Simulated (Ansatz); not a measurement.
Consider the ligand exchange at the Si–S bond: `C[SiH2]SCF` + acetic acid → `C[SiH2]OC(C)=O` + `FCS`.

Program: Ansatz. Geometries: PBE0-D4/def2-TZVP. ΔE: electronic, gas phase. CCSD(T)/CBS is the MP2 limit (def2-TZVPP, def2-QZVPP) plus CCSD(T) − MP2 in def2-TZVPP, frozen cores. DFT in def2-TZVPP. Each species was taken in one conformer, which may not be the lowest.

| level | ΔE (kJ/mol) |
| --- | --- |
| PBE-D4 | -12.1 |
| CCSD/def2-TZVPP | -32.3 |

What does CCSD(T)/CBS give? (Best estimate.)

The calculation gave: -27.2 kJ/mol. The listed levels differ from it by 15.1, -5.1 kJ/mol.

Largest T1 diagnostic among the species: 0.015.

In def2-TZVPP, CCSD(T) changes the Hartree–Fock value by +12.9 kJ/mol (the triples alone add +2.7 kJ/mol) and MP2 by +16.2 kJ/mol. The D4 term adds +3.1 kJ/mol with B3LYP and +1.6 kJ/mol with PBE0; it sums over pairs of atoms, weighted by their polarisabilities, and B3LYP, whose exchange is more repulsive, gets the larger term.

B3LYP here is the variant with VWN-RPA as its local correlation; programs differ in this.

CCSD(T)/CBS has its own doubt, a few kJ/mol and more with outer-core shells, so smaller differences from it don't rank the levels.
